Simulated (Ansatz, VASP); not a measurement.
One calculation of PbI2, two programs

```
Pb I
1.0
     4.49344    0.00000    0.00000
    -2.24672    3.89143    0.00000
     0.00000    0.00000    6.88270
Pb I
1 2
Cartesian
  0.0000 0.0000 0.0000
  2.2467 1.2971 5.0588
  0.0000 2.5943 1.8239
```

Change from the starting cell: volume scaled by 0.96.

Alike in both runs: task single point; functional PBEsol; k mesh 7 × 7 × 4; occupations fermi-dirac, width 0.05 eV; no spin polarisation.

```csv
,VASP,Ansatz
version,VASP 6.6.1,Ansatz 0.2.0
potentials or method,"VASP PAW PBE potentials, release 64 (Pb_d, I)",Ansatz PAW
plane-wave cutoff (eV),520,420
valence electrons in the cell,28,48
```

```csv
,VASP,Ansatz,Ansatz less VASP
gap on the k mesh at the Fermi level (eV),2.07,2.07,+0.002
least direct gap on the mesh (eV),2.07,2.07,+0.002
pressure (GPa),1.3,1.3,0.00
largest component of the traceless stress (GPa),0.10,0.10,-0.002
rms of the force components (eV/Å),0.107,0.105,-0.0014
```

Atom by atom the forces differ by 0.001 eV/Å (rms over components). The two sets of potentials don't hold the same shells in valence.

Caveats: spin-orbit coupling is left out, which as a rule narrows the gap of such compounds by several tenths of an eV; this functional lacks dispersion, which binds the layers, so the pressure and a relaxed spacing across them are unreliable; the PAW data sets were made with another functional, which shifts forces and pressure a little (VASP); an odd mesh through Γ misses points on the zone boundary, where band edges often lie (VASP); odd divisions of the mesh miss points on the zone boundary, where band edges often lie, so the gap on the mesh can be too wide (Ansatz); the PAW data sets come from PBE, with cores solved anew for the run's functional, which leaves a small shift of forces and pressure (Ansatz).
